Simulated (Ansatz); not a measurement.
Crystal: CoO.

```
Co O
1.0
     1.50547    0.86918    2.43993
    -1.50547    0.86918    2.43993
     0.00000   -1.73837    2.43993
Co O
1 1
Direct
  0.00000 0.00000 0.00000
  0.50000 0.50000 0.50000
```

The cell is a database's computed one.

Base run:

| Property | Result |
| --- | --- |
| Program | Ansatz 0.2.0 |
| Functional | PBEsol |
| Potentials or basis | Ansatz PAW |
| Cutoff | 420 eV (not typed: the program's choice for these potentials) |
| k mesh | 11 × 11 × 11 |
| Occupations | fermi-dirac, width 0.05 eV |
| Spin | collinear spin, ferromagnetic start |
| Starting moments | [2.0, 0.0] μB |

Its results: band gap on the k mesh none (metal or under the smearing width); pressure -9.1 GPa; net moment 2.94 μB per cell; site moments Co +2.49; O +0.34 μB.

Q: The run is repeated on the same cell with these changes: hubbard terms from none to Co d U = 4 eV; hubbard projectors from none to ortho-atomic (the default). What comes out?

A: Band gap on the k mesh 1.42 eV, indirect (least direct gap 2.32 eV); pressure 2.2 GPa; net moment 3.00 μB per cell; site moments Co +2.60; O +0.23 μB.

The U term pushes filled and empty states of the shell apart.

Caveats: a cell with one magnetic atom can't hold antiferromagnetic order, which such compounds often take; the PAW data sets come from PBE, with cores solved anew for the run's functional, which leaves a small shift of forces and pressure; semilocal functionals often make such compounds metallic where correlation or magnetic order opens a gap, which also shifts bond lengths (some runs); the magnetic or orbital state may not be the lowest (some runs).

A k mesh can miss the band edges.
